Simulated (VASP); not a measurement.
A run of VASP 6.6.1:

The input INCAR:

```
SYSTEM = KI
ALGO     = Normal         ! electronic algorithm
EDIFF    = 1E-7           ! SCF threshold, eV
ENCUT    = 520            ! plane-wave cutoff, eV
GGA      = PE             ! functional
ISIF     = 2              ! what is computed and relaxed
ISMEAR   = 0              ! smearing method
IVDW     = 2              ! dispersion correction
LASPH    = .TRUE.         ! aspherical terms in the spheres
LCHARG   = .FALSE.        ! write CHGCAR
LORBIT   = 11             ! projections on sites
LREAL    = .FALSE.        ! projectors in reciprocal space
LWAVE    = .FALSE.        ! write WAVECAR
NELM     = 60             ! most SCF steps
PREC     = Accurate       ! precision mode
SIGMA    = 0.01           ! smearing width, eV
```

The input KPOINTS:

```
k-points
0
G
  1 1 1
  0 0 0
```

The input POSCAR:

```
KI
1.0
    9.0000000000      0.0000000000      0.0000000000
    0.0000000000      9.0000000000      0.0000000000
    0.0000000000      0.0000000000     13.0000000000
K I
1 1
Direct
    0.5014444400      0.5023333300      0.3853906200
    0.5014444400      0.5023333300      0.6198401500
```

Potentials or basis: VASP PAW PBE potentials, release 64 (K_sv, I).

The run is started by

```console
$ cat potpaw_PBE.64/K_sv/POTCAR potpaw_PBE.64/I/POTCAR > POTCAR
$ mpirun -np 1 vasp_gam > vasp.out
```

Hardware: 1 thread of Intel(R) Xeon(R) Platinum 8488C (Sapphire Rapids) (shared host).

**Question.** Estimate the wall time of this run.

**Answer.** It took 84 s on 1 thread of Intel(R) Xeon(R) Platinum 8488C (Sapphire Rapids), with other jobs on the host, peak memory 0.83 GiB. Counts: scf iterations 27, k points 1.
